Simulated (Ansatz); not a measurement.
# Te2Mo (P6_3/mmc) in Ansatz: convergence with scf convergence dr2 threshold

Aim: find how far scf convergence dr2 threshold must go before the results for Te2Mo settle, at PBE. This setting moves, with any that are tied to it; all else stays.

Everything below comes from runs of Ansatz 0.2.0. Logs are shortened: lines on timing, memory, paths and dates and some standing lists are left out, and cuts for length are marked.

## Step 1: Starting point

It takes space group P6_3/mmc (No. 194, hexagonal). The conventional cell has a = 3.518 Å, b = 3.518 Å, c = 13.974 Å, α = 90.00°, β = 90.00°, γ = 120.00°. Around Te (site symmetry 3m) lie 3 Mo at 2.72 Å. Mo (site symmetry -6m2) has 6 Te at 2.72 Å as nearest neighbours.

## Step 2: With scf convergence dr2 threshold 0.01

input.yaml

```yaml
crystal:
  lattice:
    - [3.5182, 0.0, 0.0]
    - [-1.7591, 3.0468505756, 0.0]
    - [0.0, 0.0, 13.9736]
  atoms:
    - { symbol: Te, position: [0.6666666667, 0.3333333333, 0.379] }
    - { symbol: Te, position: [0.3333333333, 0.6666666667, 0.879] }
    - { symbol: Te, position: [0.6666666667, 0.3333333333, 0.121] }
    - { symbol: Te, position: [0.3333333333, 0.6666666667, 0.621] }
    - { symbol: Mo, position: [0.6666666667, 0.3333333333, 0.75] }
    - { symbol: Mo, position: [0.3333333333, 0.6666666667, 0.25] }
hamiltonian:
  xc: pbe
  pseudopotentials: { kind: nc }
kpoints:
  mp_grid: { grid: [7, 7, 2] }
scf:
  occupations: { method: cold, width: 0.1 }
  convergence: { dr2_threshold: 0.01 }
output:
  forces: true
  stress: true
  eigenvalues: true
```

Potentials or basis: Ansatz NC.

Started as:

```
$ ansatz run input.yaml --threads 2 --pin off --max-ram 5632MiB --backend cpu --events-out ev --progress --plain --runs-dir out
```

Output:

```text
Warning: scf.convergence.dr2_threshold = 1e-2 eV is looser than this run's default, which is 1e-7 eV or tighter. The error in the forces grows as the threshold's square root, so leave the key out unless less accurate forces are enough
Warning: output.stress: scf.convergence.dr2_threshold = 1e-2 eV is looser than the 6e-10 eV advised for a printed stress (1e-10 eV for each atom of the cell: 6). What an SCF threshold leaves in a stress goes as its square root, and in the free energy as the threshold itself, and one threshold admits the most on a small cell: of the crystals measured, under no hybrid functional and no lock of the moments, on runs that ended without the residual-converged pass, on stresses that held no estimate of that error, the worst erred by over 100 MPa in a component at 1e-7 eV an atom and by under 5 at 1e-10. Set scf.convergence.dr2_threshold to 6e-10 eV or tighter. The threshold is an SCF's pass mark: one that does not reach it within its budget of iterations ends unconverged, or closes short of it on a stop that the run arms, and scf.convergence.dr2_threshold's page says what that costs each kind of run
Warning: RAYON_NUM_THREADS=2 ignored (pool sized by the plan → 2); use --threads N
Engine: ansatz 0.2.0, x86_64-unknown-linux-gnu
Pseudopotentials: kind: nc
Pseudopotential: Te, nc, valence charge 16, recommended cutoff 1120 eV (normal), Te.nc.azcp
Pseudopotential: Mo, nc, valence charge 14, recommended cutoff 1088.45545 eV (normal), Mo.nc.azcp
[... 52 lines left out ...]
  atom   5  Mo    -0.00000000     0.00000000     0.00000000
  atom   6  Mo    -0.00000000    -0.00000000     0.00000000
  max |Σ_I F_I| component: 3.42e-16 eV/Å
--- Stress (GPa, compression-positive) ---
        2.761308       0.000000       0.000000
        0.000000       2.761308       0.000000
        0.000000       0.000000       3.442454
  P = ⅓ Tr σ = 2.9884 GPa (29.884 kbar)
--- Band table (eV; the first three rows and the last of 16) ---
  k-point 0: bands = ["-48.1983", "-48.1983", "-24.1225", "-24.1225", "-24.1222", "-24.1222", "-24.1112", "-24.1112", "-24.1110", "-24.1110", "-24.0587", "-24.0587", "-24.0571", "-24.0571", "-24.0479", "-24.0479", "-24.0465", "-24.0465", "-24.0388", "-24.0374", "-24.0298", "-24.0283", "-22.3678", "-22.3678", "-22.2152", "-22.2152", "-22.2152", "-22.2152", "-0.4415", "-0.1182", "0.4126", "0.9187", "6.7088", "8.0076", "9.4936", "10.7701", "10.7701", "10.7857", "10.7857", "11.5476", "11.5498", "11.5498", "11.5851", "11.5851", "12.2759", "12.5987", "15.5036", "15.5036", "15.6362", "15.6362", "15.7295", "15.7295", "15.9844", "15.9844"]
  k-point 1: bands = ["-48.1983", "-48.1983", "-24.1223", "-24.1223", "-24.1223", "-24.1223", "-24.1111", "-24.1111", "-24.1111", "-24.1111", "-24.0579", "-24.0579", "-24.0579", "-24.0579", "-24.0472", "-24.0472", "-24.0472", "-24.0472", "-24.0381", "-24.0381", "-24.0290", "-24.0290", "-22.3678", "-22.3678", "-22.2152", "-22.2152", "-22.2152", "-22.2152", "-0.3180", "-0.3180", "0.7003", "0.7003", "7.2084", "7.2084", "10.5713", "10.5713", "10.7778", "10.7778", "10.7778", "10.7778", "11.5676", "11.5676", "11.5676", "11.5676", "12.5176", "12.5176", "15.5414", "15.5414", "15.5414", "15.5414", "15.8850", "15.8850", "15.8850", "15.8850"]
  k-point 2: bands = ["-48.1966", "-48.1966", "-24.1206", "-24.1202", "-24.1181", "-24.1177", "-24.1144", "-24.1141", "-24.1073", "-24.1071", "-24.0603", "-24.0594", "-24.0587", "-24.0583", "-24.0531", "-24.0518", "-24.0483", "-24.0468", "-24.0368", "-24.0358", "-24.0275", "-24.0262", "-22.3546", "-22.3546", "-22.2420", "-22.2420", "-22.2202", "-22.2202", "-0.1562", "0.1622", "0.6237", "1.1023", "7.0211", "8.2982", "9.3431", "10.1463", "10.2026", "10.7176", "10.9913", "11.0254", "11.1932", "11.2476", "11.4556", "11.6054", "12.2775", "12.4253", "14.6608", "14.8053", "14.8619", "14.9218", "15.1430", "15.4726", "15.6298", "15.9215"]
  k-point 15: bands = ["-48.1883", "-48.1883", "-24.1269", "-24.1269", "-24.1054", "-24.1054", "-24.1005", "-24.1005", "-24.0979", "-24.0979", "-24.0756", "-24.0756", "-24.0659", "-24.0659", "-24.0537", "-24.0537", "-24.0523", "-24.0523", "-24.0307", "-24.0307", "-24.0167", "-24.0167", "-22.3337", "-22.3337", "-22.2929", "-22.2929", "-22.2785", "-22.2785", "1.9442", "1.9442", "2.2099", "2.2099", "7.7078", "7.7078", "7.9334", "7.9334", "8.9769", "8.9769", "9.1014", "9.1014", "9.8622", "9.8622", "10.7114", "10.7114", "12.2529", "12.2529", "13.7362", "13.7362", "14.2804", "14.2804", "14.7377", "14.7377", "16.2738", "16.2738"]
```

Run time: 44 s. Hardware: 2 threads of Intel Xeon at 2.50GHz (Skylake/Cascade Lake), shared host; peak memory 0.9 GiB.

What came out:

| Property | Result |
| --- | --- |
| Free energy | -15679.1915 eV |
| Pressure | 3.0 GPa |
| Largest force | 0.180 eV/Å |
| Band gap on the k mesh | 0.84 eV, indirect (least direct gap 1.25 eV) |

## Step 3: With scf convergence dr2 threshold 0.001

Edit input.yaml of step 2 so:

```diff
@@ -19,3 +19,3 @@
   occupations: { method: cold, width: 0.1 }
-  convergence: { dr2_threshold: 0.01 }
+  convergence: { dr2_threshold: 0.001 }
 output:
```

Potentials or basis: Ansatz NC.

Started as:

```
$ ansatz run input.yaml --threads 2 --pin off --max-ram 5632MiB --backend cpu --events-out ev --progress --plain --runs-dir out
```

Run time: 45 s. Hardware: 2 threads of Intel Xeon at 2.50GHz (Skylake/Cascade Lake), shared host; peak memory 0.9 GiB.

Results:

```
Free energy            : -15679.1916 eV
Pressure               : 3.0 GPa
Largest force          : 0.178 eV/Å
Band gap on the k mesh : 0.84 eV, indirect (least direct gap 1.25 eV)
```

## Step 4: With scf convergence dr2 threshold 0.0001

Edit input.yaml of step 3 so:

```diff
@@ -19,3 +19,3 @@
   occupations: { method: cold, width: 0.1 }
-  convergence: { dr2_threshold: 0.001 }
+  convergence: { dr2_threshold: 0.0001 }
 output:
```

Started as:

```
$ ansatz run input.yaml --threads 2 --pin off --max-ram 5632MiB --backend cpu --events-out ev --progress --plain --runs-dir out
```

It took 44 s on 2 threads of Intel Xeon at 2.50GHz (Skylake/Cascade Lake), shared host; peak memory 0.91 GiB.

What came out:

```yaml
Free_energy: -15679.1917 eV
Pressure: 3.0 GPa
Largest_force: 0.178 eV/Å
Band_gap_on_the_k_mesh: 0.84 eV, indirect (least direct gap 1.25 eV)
```

## Step 5: With scf convergence dr2 threshold 1e-05

Edit input.yaml of step 4 so:

```diff
@@ -19,3 +19,3 @@
   occupations: { method: cold, width: 0.1 }
-  convergence: { dr2_threshold: 0.0001 }
+  convergence: { dr2_threshold: 1.0e-05 }
 output:
```

Started as:

```
$ ansatz run input.yaml --threads 2 --pin off --max-ram 5632MiB --backend cpu --events-out ev --progress --plain --runs-dir out
```

Wall time 45 s (2 threads of Intel Xeon at 2.50GHz (Skylake/Cascade Lake), shared host); peak memory 0.91 GiB.

What came out:

```yaml
Free_energy: -15679.1917 eV
Pressure: 3.0 GPa
Largest_force: 0.178 eV/Å
Band_gap_on_the_k_mesh: 0.84 eV, indirect (least direct gap 1.25 eV)
```

## Step 6: With scf convergence dr2 threshold 1e-06

Edit input.yaml of step 5 so:

```diff
@@ -19,3 +19,3 @@
   occupations: { method: cold, width: 0.1 }
-  convergence: { dr2_threshold: 1.0e-05 }
+  convergence: { dr2_threshold: 1.0e-06 }
 output:
```

Potentials or basis: Ansatz NC.

Started as:

```
$ ansatz run input.yaml --threads 2 --pin off --max-ram 5632MiB --backend cpu --events-out ev --progress --plain --runs-dir out
```

Wall time 50 s (2 threads of Intel Xeon at 2.50GHz (Skylake/Cascade Lake), shared host); peak memory 0.91 GiB.

The run converged. Its results:

- Free energy: -15679.1917 eV
- Pressure: 3.0 GPa
- Largest force: 0.179 eV/Å
- Band gap on the k mesh: 0.84 eV, indirect (least direct gap 1.25 eV)

## Step 7: With scf convergence dr2 threshold 1e-07

Edit input.yaml of step 6 so:

```diff
@@ -19,3 +19,3 @@
   occupations: { method: cold, width: 0.1 }
-  convergence: { dr2_threshold: 1.0e-06 }
+  convergence: { dr2_threshold: 1.0e-07 }
 output:
```

Started as:

```
$ ansatz run input.yaml --threads 2 --pin off --max-ram 5632MiB --backend cpu --events-out ev --progress --plain --runs-dir out
```

Run time: 46 s. Hardware: 2 threads of Intel Xeon at 2.50GHz (Skylake/Cascade Lake), shared host; peak memory 0.91 GiB.

The run converged. Its results:

```
Free energy            : -15679.1917 eV
Pressure               : 3.0 GPa
Largest force          : 0.179 eV/Å
Band gap on the k mesh : 0.84 eV, indirect (least direct gap 1.25 eV)
```

## Step 8: With scf convergence dr2 threshold 1e-09

Edit input.yaml of step 7 so:

```diff
@@ -19,3 +19,3 @@
   occupations: { method: cold, width: 0.1 }
-  convergence: { dr2_threshold: 1.0e-07 }
+  convergence: { dr2_threshold: 1.0e-09 }
 output:
```

Started as:

```
$ ansatz run input.yaml --threads 2 --pin off --max-ram 5632MiB --backend cpu --events-out ev --progress --plain --runs-dir out
```

It took 49 s on 2 threads of Intel Xeon at 2.50GHz (Skylake/Cascade Lake), shared host; peak memory 0.91 GiB.

It converged, with:

```yaml
Free_energy: -15679.1917 eV
Pressure: 3.0 GPa
Largest_force: 0.178 eV/Å
Band_gap_on_the_k_mesh: 0.84 eV, indirect (least direct gap 1.25 eV)
```

## Step 9: With scf convergence dr2 threshold 1e-11

Edit input.yaml of step 8 so:

```diff
@@ -19,3 +19,3 @@
   occupations: { method: cold, width: 0.1 }
-  convergence: { dr2_threshold: 1.0e-09 }
+  convergence: { dr2_threshold: 1.0e-11 }
 output:
```

Potentials or basis: Ansatz NC.

Started as:

```
$ ansatz run input.yaml --threads 2 --pin off --max-ram 5632MiB --backend cpu --events-out ev --progress --plain --runs-dir out
```

It took 56 s on 2 threads of Intel Xeon at 2.50GHz (Skylake/Cascade Lake), shared host; peak memory 0.91 GiB.

It converged, with:

```
Free energy            : -15679.1917 eV
Pressure               : 3.0 GPa
Largest force          : 0.178 eV/Å
Band gap on the k mesh : 0.84 eV, indirect (least direct gap 1.25 eV)
```

## Step 10: Result

```
scf convergence dr2 threshold  energy less the tightest run, at zero smearing (meV/atom)  largest force (eV/Å)  SCF cycles  CPU time (s)  peak memory (GiB)
                         0.01                                                       0.04                 0.180           5            59                0.9
                        0.001                                                       0.01                 0.178           6            61                0.9
                       0.0001                                                       0.00                 0.178           7            62               0.91
                        1e-05                                                       0.00                 0.178           7            63               0.91
                        1e-06                                                       0.00                 0.179           8            64               0.91
                        1e-07                                                       0.00                 0.179           9            67               0.91
                        1e-09                                                       0.00                 0.178          10            72               0.91
                        1e-11                                                       0.00                 0.178          12            80               0.91
```

Against the tightest run, the energy stays within 1 meV/atom from 0.01 on; the largest force stays within 0.005 eV/Å from 0.01 on. The tightest run that finished is the yardstick and may itself not be fully converged.

Caveats: odd divisions of the mesh miss points on the zone boundary, where band edges often lie, so the gap on the mesh can be too wide; spin-orbit coupling is left out, which moves the levels of the heavy elements; this functional lacks dispersion, which binds the layers, so the pressure and a relaxed spacing across them are unreliable.
